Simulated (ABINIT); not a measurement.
Pb:

```
CELL_PARAMETERS angstrom
-1.97966 1.97966 1.97966
1.97966 -1.97966 1.97966
1.97966 1.97966 -1.97966
ATOMIC_POSITIONS crystal
Pb 0.00000 0.00000 0.00000
```

This isn't the form of Pb at room conditions, which is fcc.

```yaml
Program: ABINIT 10.8.3 (patched build)
Task: single point
Functional: PBE
Potentials_or_basis: JTH PAW PBE v2.0
Cutoff: 599 eV
k_mesh: 9 × 9 × 9
Occupations: fermi-dirac, width 0.05 eV
Spin: no spin polarisation
```

On this cell: pressure 0.9 GPa; band gap on the k mesh none (metal or under the smearing width).

The same run follows on a disturbed copy (cell strained at random at fixed volume):

```xyz
1
Lattice="-2.0669 2.0504 2.0812 1.9992 -1.9375 1.9007 1.9910 1.8616 -1.9683" Properties=species:S:1:pos:R:3 pbc="T T T"
Pb   -0.0107    0.0225   -0.0034
```

What changes?

The energy (extrapolated to zero smearing) moves by +4.4 meV/atom; pressure 1.5 GPa; band gap on the k mesh none (metal or under the smearing width).

Stress tensor (GPa, compression positive):
```
 1.58  0.31  0.33
 0.31  1.40 -0.43
 0.33 -0.43  1.65
```
